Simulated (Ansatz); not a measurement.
# Cd (P6_3/mmc) in Ansatz: equation of state

How stiff is Cd in PBEsol, and what volume does it want? The cell is scaled to several volumes.

Program: Ansatz 0.2.0. These are calculated values, not measurements. Logs are shortened: lines on timing, memory, paths and dates and some standing lists are left out, and cuts for length are marked.

## Step 1: Starting point

The structure is hexagonal, space group P6_3/mmc (No. 194). Conventional cell: a = 2.979 Å, b = 2.979 Å, c = 5.618 Å, α = 90.00°, β = 90.00°, γ = 120.00°. Cd (site symmetry -6m2) is surrounded by 12 Cd at 2.98 to 3.29 Å.

## Step 2: Single point, PBEsol, 20.29 Å³/atom (volume scaled by 0.94)

File input.yaml:

```yaml
crystal:
  lattice:
    - [2.9180596717, 0.0, 0.0]
    - [-1.4590298358, 2.5271138055, 0.0]
    - [0.0, 0.0, 5.5029719036]
  atoms:
    - { symbol: Cd, position: [0.6666666667, 0.3333333333, 0.75] }
    - { symbol: Cd, position: [0.3333333333, 0.6666666667, 0.25] }
hamiltonian:
  xc: pbesol
  pseudopotentials: { kind: paw }
kpoints:
  mp_grid: { grid: [10, 10, 5] }
scf:
  occupations: { method: fermi_dirac, width: 0.05 }
output:
  forces: true
  stress: true
  eigenvalues: true
```

Potentials or basis: Ansatz PAW.

Launch:

```console
$ ansatz run input.yaml --threads 2 --pin off --max-ram 5632MiB --backend cpu --events-out ev --progress --plain --runs-dir out
```

The log of the run:

```text
Warning: RAYON_NUM_THREADS=2 ignored (pool sized by the plan → 2); use --threads N
Engine: ansatz 0.2.0, x86_64-unknown-linux-gnu
Pseudopotentials: kind: paw
Pseudopotential: Cd, paw, valence charge 20, recommended cutoff 420 eV (normal), Cd.paw.azcp
Functional definition: PBEsol
  exchange = pbesol_x
  correlation = pbesol_c
Crystal: 2 atoms, lattice volume = 40.580 Å³
Basis set: ecut = 420 eV, 787 PW (Γ), exchange–correlation on 40×40×80 points (8 copies of the dense FFT grid, shifted against one another)
Bands: 24, of which v1, the nominal top of the filled ones, is band 20 counted from 1 (19 counted from 0)
Symmetry: 24 space group operations
Space group: P63/mmc (ITA 194), of the structure as read, at distance tolerance 3.4e-5 Å
k-points: 42 of 500
Non-local potential: Cd, projectors of the file, l = 0: 3, l = 1: 2, l = 2: 2, l = 3: 1
PAW form: soft (Blöchl's): semilocal exchange-correlation on the pseudo side does not see the compensation charge
PAW frozen core: Cd, regenerated for the run's functional, and the local potential with it (the file was generated under x = pbe(κ = 0.804, μ = 0.2195149727645171), c = pbe(β = 0.06672455060314922))
PAW one-centre angular grid: Cd, 590 points (default); XC on 64 Gauss nodes
Initial density: superposition of atomic densities (neutral atoms: chi_scale 0, normalization atom), corrected by the library's trained network
Initial wavefunctions: pseudopotential atomic-orbital guess
Functional: x = pbesol(κ = 0.804, μ = 0.12345679012345678), c = pbesol(β = 0.046)
SCF iter   1: F=—  HF=-16368.129547 eV  |F-HF|=—  |Δ(HF+E_count)|=         —  Δρ=6.14e-3  dr2=1.32e-2  ethr=1.77e-3  ⟨swp⟩=5.9  Hψ=3948  notcnv=0
preconditioner: auto → none  [insulator: Δε(μ)=0.138 eV  Ē_g=13.541 eV  σ=0.050 eV  W_gap=0.56  n_scr=10 (ndim 8)  ℏωp=28.6 eV  f_vac=0.000  D(μ)=0.29/eV (n_scr^D=0)  ε∞_Penn≈5.4]
SCF iter   2: F=—  HF=-16368.125755 eV  |F-HF|=—  |Δ(HF+E_count)|=   3.79e-3  Δρ=2.03e-3  dr2=8.97e-4  ethr=3.30e-5  ⟨swp⟩=2.0  Hψ=2012  notcnv=0
SCF iter   3: F=—  HF=-16368.125404 eV  |F-HF|=—  |Δ(HF+E_count)|=   3.51e-4  Δρ=4.48e-4  dr2=2.51e-5  ethr=2.24e-6  ⟨swp⟩=2.4  Hψ=1919  notcnv=0
SCF iter   4: F=—  HF=-16368.125408 eV  |F-HF|=—  |Δ(HF+E_count)|=   3.77e-6  Δρ=5.83e-5  dr2=2.81e-7  ethr=6.29e-8  ⟨swp⟩=2.5  Hψ=1440  notcnv=0
iter 5 did not close the SCF: its close was put off for the readings that it lacked (scf_convergence_deferred on its scf_iter line)
SCF iter   5: F=-16368.125408 eV  HF=-16368.125408 eV  |F-HF|=3.57e-9  |Δ(HF+E_count)|=   2.35e-7  Δρ=5.58e-6  dr2=4.65e-9  ethr=7.01e-10  ⟨swp⟩=2.5  Hψ=1667  notcnv=0
SCF iter   6: F=-16368.125408 eV  HF=-16368.125408 eV  |F-HF|=3.64e-12  |Δ(HF+E_count)|=   2.29e-9  Δρ=3.42e-7  dr2=2.41e-11  ethr=1.16e-11  ⟨swp⟩=2.0  Hψ=3023  notcnv=0
SCF 1 converged in 6 iterations: F = -16368.125408 eV  dr2 = 2.41e-11
SCF converged after 6 iterations
Free energy (F): -16368.125408 eV
Harris-Foulkes:  -16368.125408 eV  (|F-HF|=3.64e-12)
Internal energy: -16368.122818 eV  (E = F + TS)
E sigma→0 (E₀):  -16368.124113 eV
Entropy (-TS):   -0.002590 eV (-1.295 meV/atom)
Fermi energy:    15.545579 eV
--- Per-component energies (eV) ---
  E_band       = -750.394964
  E_kinetic    = 1010.664099
  E_local      = -5674.767820  (includes V_loc(G=0)·N_el)
  E_nonlocal   = 70.077486
  E_hartree    = 2681.183589
  E_xc         = -352.630401
  E_vxc        = -444.388422  (∫ρ·V_xc dr)
  E_paw        = -8024.610919  (= ΣΔE_a)
  E_vpaw       = -1074.347695  (= ΣTr[D̂ρ^β])
  E_aug_tail   = 0.000025  (compensation charges beyond the density's cutoff)
  E_ewald      = -6078.722796
  E_core_change = 0.683919  (= ΣΔE_core)
  E_smearing   = -0.002590  (= −TS)
  E_closure    = 0.000000  (closes the sum)
  Σ components = -16368.125408   (vs F -16368.125408, Δ=0.00e0)
--- Forces (eV/Å), atoms counted from 1 ---
  atom   1  Cd    -0.00000000    -0.00000000    -0.00000000
  atom   2  Cd     0.00000000    -0.00000000     0.00000000
  max |Σ_I F_I| component: 1.85e-17 eV/Å
--- Stress (GPa, compression-positive) ---
        3.223268       0.000000       0.000000
        0.000000       3.223268       0.000000
        0.000000       0.000000       0.803622
  P = ⅓ Tr σ = 2.4167 GPa (24.167 kbar)
--- Band table (eV; the first three rows and the last of 42) ---
  k-point 0: bands = ["-87.3493", "-87.3477", "-48.4414", "-48.4152", "-48.3932", "-48.3932", "-48.3904", "-48.3904", "5.6029", "5.8894", "6.3672", "6.3672", "6.4271", "6.4271", "6.4314", "6.9697", "6.9697", "7.2602", "7.2602", "12.3612", "12.7439", "26.3473", "29.6107", "30.8617"]
  k-point 1: bands = ["-87.3491", "-87.3478", "-48.4389", "-48.4177", "-48.3929", "-48.3929", "-48.3906", "-48.3906", "5.6312", "5.8669", "6.3654", "6.3654", "6.4153", "6.4153", "6.6785", "7.0052", "7.0052", "7.2389", "7.2389", "10.3878", "15.1185", "24.3838", "29.6362", "30.5862"]
  k-point 2: bands = ["-87.3487", "-87.3482", "-48.4323", "-48.4242", "-48.3922", "-48.3922", "-48.3913", "-48.3913", "5.7053", "5.7966", "6.3699", "6.3699", "6.3898", "6.3898", "7.0888", "7.0888", "7.1772", "7.1772", "7.4296", "8.6747", "18.0209", "21.1856", "29.7493", "30.0908"]
  k-point 41: bands = ["-87.3422", "-87.3421", "-48.4468", "-48.4463", "-48.4344", "-48.4335", "-48.4189", "-48.4179", "6.0961", "6.1436", "6.3157", "6.3245", "6.4637", "6.6283", "6.7759", "6.8137", "7.2111", "7.2872", "15.0455", "16.0676", "17.6273", "17.9754", "18.6579", "19.0386"]
```

Run time: 0.86 s. Hardware: 2 threads of Intel Xeon Platinum 8375C at 2.90GHz (Ice Lake), shared host; peak memory 0.37 GiB.

Results:

```yaml
Free_energy: -16368.1254 eV
Pressure: 2.4 GPa
Band_gap_on_the_k_mesh: none (metal or under the smearing width)
```

Caveat: the PAW data sets come from PBE, with cores solved anew for the run's functional, which leaves a small shift of forces and pressure.

## Step 3: Single point, PBEsol, 20.72 Å³/atom (volume scaled by 0.96)

Edit input.yaml of step 2 so:

```diff
@@ -2,5 +2,5 @@
   lattice:
-    - [2.9180596717, 0.0, 0.0]
-    - [-1.4590298358, 2.5271138055, 0.0]
-    - [0.0, 0.0, 5.5029719036]
+    - [2.9386100647, 0.0, 0.0]
+    - [-1.4693050324, 2.5449109679, 0.0]
+    - [0.0, 0.0, 5.5417265037]
   atoms:
```

Potentials or basis: Ansatz PAW.

Launch:

```console
$ ansatz run input.yaml --threads 2 --pin off --max-ram 5632MiB --backend cpu --events-out ev --progress --plain --runs-dir out
```

Wall time 0.86 s (2 threads of Intel Xeon Platinum 8375C at 2.90GHz (Ice Lake), shared host); peak memory 0.37 GiB.

The run converged. Its results:

```
Free energy            : -16368.1343 eV
Pressure               : 0.9 GPa
Band gap on the k mesh : none (metal or under the smearing width)
```

Caveat: the PAW data sets come from PBE, with cores solved anew for the run's functional, which leaves a small shift of forces and pressure.

## Step 4: Single point, PBEsol, 21.15 Å³/atom (volume scaled by 0.98)

Edit input.yaml of step 3 so:

```diff
@@ -2,5 +2,5 @@
   lattice:
-    - [2.9386100647, 0.0, 0.0]
-    - [-1.4693050324, 2.5449109679, 0.0]
-    - [0.0, 0.0, 5.5417265037]
+    - [2.9588769815, 0.0, 0.0]
+    - [-1.4794384907, 2.5624626327, 0.0]
+    - [0.0, 0.0, 5.579946515]
   atoms:
@@ -19 +19,5 @@
   eigenvalues: true
+  write_density: true
+  write_potential: true
+  elf: true
+  volumetric_format: npy
```

Launch:

```console
$ ansatz run input.yaml --threads 2 --pin off --max-ram 5632MiB --backend cpu --events-out ev --progress --plain --runs-dir out
```

Wall time 1.1 s (2 threads of Intel Xeon Platinum 8375C at 2.90GHz (Ice Lake), shared host); peak memory 0.38 GiB.

It converged, with:

* Free energy: -16368.1355 eV
* Pressure: -0.4 GPa
* Band gap on the k mesh: none (metal or under the smearing width)

Caveat: the PAW data sets come from PBE, with cores solved anew for the run's functional, which leaves a small shift of forces and pressure.

## Step 5: Single point, PBEsol, 21.59 Å³/atom

Edit input.yaml of step 4 so:

```diff
@@ -2,5 +2,5 @@
   lattice:
-    - [2.9588769815, 0.0, 0.0]
-    - [-1.4794384907, 2.5624626327, 0.0]
-    - [0.0, 0.0, 5.579946515]
+    - [2.97887, 0.0, 0.0]
+    - [-1.489435, 2.5797770946, 0.0]
+    - [0.0, 0.0, 5.61765]
   atoms:
```

Launch:

```console
$ ansatz run input.yaml --threads 2 --pin off --max-ram 5632MiB --backend cpu --events-out ev --progress --plain --runs-dir out
```

It took 1.2 s on 2 threads of Intel Xeon Platinum 8375C at 2.90GHz (Ice Lake), shared host; peak memory 0.35 GiB.

It converged, with:

- Free energy: -16368.1300 eV
- Pressure: -1.6 GPa
- Band gap on the k mesh: none (metal or under the smearing width)

Caveat: the PAW data sets come from PBE, with cores solved anew for the run's functional, which leaves a small shift of forces and pressure.

## Step 6: Single point, PBEsol, 22.02 Å³/atom (volume scaled by 1.02)

Edit input.yaml of step 5 so:

```diff
@@ -2,5 +2,5 @@
   lattice:
-    - [2.97887, 0.0, 0.0]
-    - [-1.489435, 2.5797770946, 0.0]
-    - [0.0, 0.0, 5.61765]
+    - [2.9985981908, 0.0, 0.0]
+    - [-1.4992990954, 2.596862209, 0.0]
+    - [0.0, 0.0, 5.6548540644]
   atoms:
```

Potentials or basis: Ansatz PAW.

Launch:

```console
$ ansatz run input.yaml --threads 2 --pin off --max-ram 5632MiB --backend cpu --events-out ev --progress --plain --runs-dir out
```

Wall time 1.2 s (2 threads of Intel Xeon Platinum 8375C at 2.90GHz (Ice Lake), shared host); peak memory 0.39 GiB.

Results (log left out):

```yaml
Free_energy: -16368.1188 eV
Pressure: -2.6 GPa
Band_gap_on_the_k_mesh: none (metal or under the smearing width)
```

Caveat: the PAW data sets come from PBE, with cores solved anew for the run's functional, which leaves a small shift of forces and pressure.

## Step 7: Single point, PBEsol, 22.45 Å³/atom (volume scaled by 1.04)

Edit input.yaml of step 6 so:

```diff
@@ -2,5 +2,5 @@
   lattice:
-    - [2.9985981908, 0.0, 0.0]
-    - [-1.4992990954, 2.596862209, 0.0]
-    - [0.0, 0.0, 5.6548540644]
+    - [3.0180701533, 0.0, 0.0]
+    - [-1.5090350766, 2.6137254232, 0.0]
+    - [0.0, 0.0, 5.6915749249]
   atoms:
@@ -19,5 +19 @@
   eigenvalues: true
-  write_density: true
-  write_potential: true
-  elf: true
-  volumetric_format: npy
```

Launch:

```console
$ ansatz run input.yaml --threads 2 --pin off --max-ram 5632MiB --backend cpu --events-out ev --progress --plain --runs-dir out
```

It took 0.97 s on 2 threads of Intel Xeon Platinum 8375C at 2.90GHz (Ice Lake), shared host; peak memory 0.38 GiB.

It converged, with:

| Quantity | Value |
| --- | --- |
| Free energy | -16368.1026 eV |
| Pressure | -3.4 GPa |
| Band gap on the k mesh | none (metal or under the smearing width) |

Caveat: the PAW data sets come from PBE, with cores solved anew for the run's functional, which leaves a small shift of forces and pressure.

## Step 8: Single point, PBEsol, 22.88 Å³/atom (volume scaled by 1.06)

Edit input.yaml of step 7 so:

```diff
@@ -2,5 +2,5 @@
   lattice:
-    - [3.0180701533, 0.0, 0.0]
-    - [-1.5090350766, 2.6137254232, 0.0]
-    - [0.0, 0.0, 5.6915749249]
+    - [3.0372940483, 0.0, 0.0]
+    - [-1.5186470242, 2.6303738046, 0.0]
+    - [0.0, 0.0, 5.7278279719]
   atoms:
```

Launch:

```console
$ ansatz run input.yaml --threads 2 --pin off --max-ram 5632MiB --backend cpu --events-out ev --progress --plain --runs-dir out
```

Run time: 0.9 s. Hardware: 2 threads of Intel Xeon Platinum 8375C at 2.90GHz (Ice Lake), shared host; peak memory 0.39 GiB.

The run converged. Its results:

```
Free energy            : -16368.0820 eV
Pressure               : -4.2 GPa
Band gap on the k mesh : none (metal or under the smearing width)
```

Caveat: the PAW data sets come from PBE, with cores solved anew for the run's functional, which leaves a small shift of forces and pressure.

## Step 9: Equation of state, PBEsol

Potentials or basis: Ansatz PAW.

This step only gathers the single runs of the series.

Results:

```
Equilibrium volume                        : 21.01 Å³/atom
Bulk modulus at fixed shape and positions : 63 GPa
Pressure derivative of the bulk modulus   : 5.8
```

Energy against volume, from the lowest point:
```tsv
volume (Å³/atom)	energy (meV/atom)
20.290	5.03
20.722	0.61
21.154	0.00
21.585	2.72
22.017	8.34
22.449	16.46
22.880	26.76
```

Caveat: the cell was scaled at fixed shape and fractional positions, which overstates the stiffness of a crystal with free parameters, most of all of layers and chains.
